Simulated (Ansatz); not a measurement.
**Au: how the settings move a single-point run**

How sensitive is a single-point run of Au to its settings? A reference run comes first, then one run with altered input.

Computed with Ansatz 0.2.0 (reference: DFT, LDA, all-electron LAPW, scalar-relativistic, unless a step's input says otherwise).

1 further run of the same task is left out (set aside as unsound or not needed).

### 1 The structure to begin with

The structure is cubic, space group Fm-3m (No. 225). The conventional cell has a = 4.253 Å, b = 4.253 Å, c = 4.253 Å, α = 90.00°, β = 90.00°, γ = 90.00°. Around Au (site symmetry m-3m) lie 12 Au at 3.01 Å.

Structure file:

```xyz
1
Lattice="0.0000 2.1265 2.1265 2.1265 0.0000 2.1265 2.1265 2.1265 0.0000" Properties=species:S:1:pos:R:3 pbc="T T T"
Au    0.0000    0.0000    0.0000
```

### 2 Baseline

Input file input.yaml:

```yaml
crystal:
  lattice:
    - [0.0, 2.1265496363, 2.1265496363]
    - [2.1265496363, 0.0, 2.1265496363]
    - [2.1265496363, 2.1265496363, 0.0]
  atoms:
    - { symbol: Au, position: [0.0, 0.0, 0.0] }
kpoints:
  mp_grid: { grid: [15, 15, 15] }
scf:
  occupations: { method: fermi_dirac, width: 0.03 }
hamiltonian:
  xc: lda
  pseudopotentials: { kind: all_electron, lapw: { basis_error: 0.00025 } }
output:
  forces: true
  stress: true
  eigenvalues: true
```

Launch:

```console
ansatz run input.yaml --threads 1 --pin off --max-ram 2048MiB --backend cpu --events-out ev --progress --plain --runs-dir out
```

### 3 Changed: hubbard.sites [{species: Au, l: d, u_eff: 2.0}], hubbard.double_counting fll

input.yaml: that of step 2 with these lines changed.

```diff
@@ -14,2 +14,3 @@
   pseudopotentials: { kind: all_electron, lapw: { basis_error: 0.00025 } }
+  hubbard: { sites: [{ species: Au, l: d, u_eff: 2.0 }], double_counting: fll }
 output:
```

Before running it: what results should come out? Wanted: for each run, ending; energy change; pressure; gap; force.

The runs gave:

```tsv
run	ending	energy change	pressure (GPa)	gap (eV)	force (eV/Å)	cycles	time
reference	converged	0	-18.8	0.00	0.00	8	14 s
1: hubbard.sites [{species: Au, l: d, u_eff: 2.0}], hubbard.double_counting fll	converged	+211.0 meV/atom (U changed: no physical gain or loss)	-17.2	0.00	0.00	8	18 s
```

Residual by cycle in the longest SCF loop of each run; runs are numbered as in the table. The quantity is the density residual dr2, in eV.

```tsv
cycle	reference	run 1
1	0.0505	0.0372
2	0.00297	0.00316
3	0.00536	0.0041
4	0.00211	0.00167
5	5.4e-4	4.4e-4
6	1.2e-5	9.7e-6
7	7.3e-7	6.2e-7
8	2.5e-8	2.4e-8
```

**Reading.** Changing the Hubbard U moves the energy by +211.0 meV/atom, and the pressure goes from -18.8 to -17.2 GPa. The U term adds an energy of its own, so the shift says nothing about which run is better. A changed U is a change of model: its shifts are not errors of convergence. The structure is not at rest: the sound run finds -19 GPa, so these are no properties of the relaxed crystal. 
